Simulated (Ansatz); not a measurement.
Here is an Ansatz 0.2.0 calculation.

The input input.yaml:

```yaml
crystal:
  lattice:
    - [0.0, 1.78337, 1.78337]
    - [1.78337, 0.0, 1.78337]
    - [1.78337, 1.78337, 0.0]
  atoms:
    - { symbol: C, position: [0.75, 0.75, 0.75] }
    - { symbol: C, position: [0.5, 0.5, 0.5] }
kpoints:
  mp_grid: { grid: [13, 13, 13] }
scf:
  occupations: { method: fermi_dirac, width: 0.05 }
hamiltonian:
  xc: pbesol
  dispersion: d4
  pseudopotentials: { kind: all_electron, lapw: { basis_error: 0.001 } }
output:
  forces: true
  stress: true
relax:
  f_tol: 0.02
  max_steps: 60
  cell: {}
```

Potentials or basis: all-electron LAPW, scalar-relativistic.

Command:

```sh
$ ansatz run input.yaml --threads 1 --pin off --max-ram 3072MiB --backend cpu --events-out ev --progress --plain --runs-dir out
```

Task: Estimate the band gap on the k mesh.

Result: 4.06 eV.

Task: Estimate the relaxed cell.

Result: a = 2.507 Å, b = 2.507 Å, c = 2.507 Å, α = 60.00°, β = 60.00°, γ = 60.00°.

Task: What does it give for the space group after relaxing (to 0.05 Å)?

Result: Fd-3m (No. 227).

Task: What does it give for the relaxed volume?

Result: 5.57 Å³/atom.

Final structure:
```xyz
2
Lattice="0.0000 1.7729 1.7729 1.7729 0.0000 1.7729 1.7729 1.7729 0.0000" Properties=species:S:1:pos:R:3 pbc="T T T"
C     2.6594    2.6594    2.6594
C     1.7729    1.7729    1.7729
```

Caveat: an odd mesh through Γ misses points on the zone boundary, where band edges often lie.

The cell as given is a measured one (5.67 Å³/atom); PBEsol+D4 puts the equilibrium volume -1.8 % from it, thermal expansion not counted.
